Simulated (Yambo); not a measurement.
BP in Yambo: convergence with bands in self energy

The system is BP.

```
CELL_PARAMETERS angstrom
0.00000 2.26900 2.26900
2.26900 0.00000 2.26900
2.26900 2.26900 0.00000
ATOMIC_POSITIONS crystal
P 0.75000 0.75000 0.75000
B 0.00000 0.00000 0.00000
```

- Program: Yambo 5.3.0
- Task: G0W0 quasiparticle levels
- Functional: PBE
- Potentials or basis: PseudoDojo 0.4.1 SR PBE standard
- Cutoff: 1034 eV
- Density cutoff: 4136 eV
- k mesh: 6 × 6 × 6
- Occupations: fixed
- Spin: no spin polarisation
- k mesh of the self-consistent run: 10 × 10 × 10
- Random integration of the Coulomb term: yes
- Direction of the field or of q to 0: x + y + z
- Broadening: 0.1 eV
- States corrected: Γ and the k points of the band edges
- Frequency dependence of W: plasmon pole
- Terminator of the band sum in the self-energy: none
- Quasiparticle equation: linearised (Newton)
- Imaginary frequency of the plasmon-pole fit: 27.2114 eV
- Bands in the response: 154
- Bands in the self-energy: 9
- Cutoff of the response matrix: 15 Ry
- Cutoff of exchange and Vxc: 76 Ry
- Bands corrected (first, last): [4, 5]

These are the settings of the first run; the series varies bands in self energy, with any setting tied to it.

Problem. The values tried are 9, 14, 24, 44, 84, 154, loosest first. From which on does the quasiparticle gap at the points computed stay within 0.05 eV of the tightest run that finished?

Solution. From 84 on.

```csv
bands in self energy,quasiparticle gap at the points computed (eV)
9,1.684
14,1.812
24,1.853
44,1.917
84,1.963
154,1.983
```

The tightest run that finished is the yardstick and may itself not be fully converged.

Caveat, for the tightest run too: this k mesh misses the band edges, so its gaps are larger than the crystal's; this version prints the column dSc/dw multiplied by 27.2; the quasiparticle gap listed is the Kohn-Sham gap on the denser mesh of the self-consistent run plus the correction found on the GW mesh, so it differs from the gap in the log.
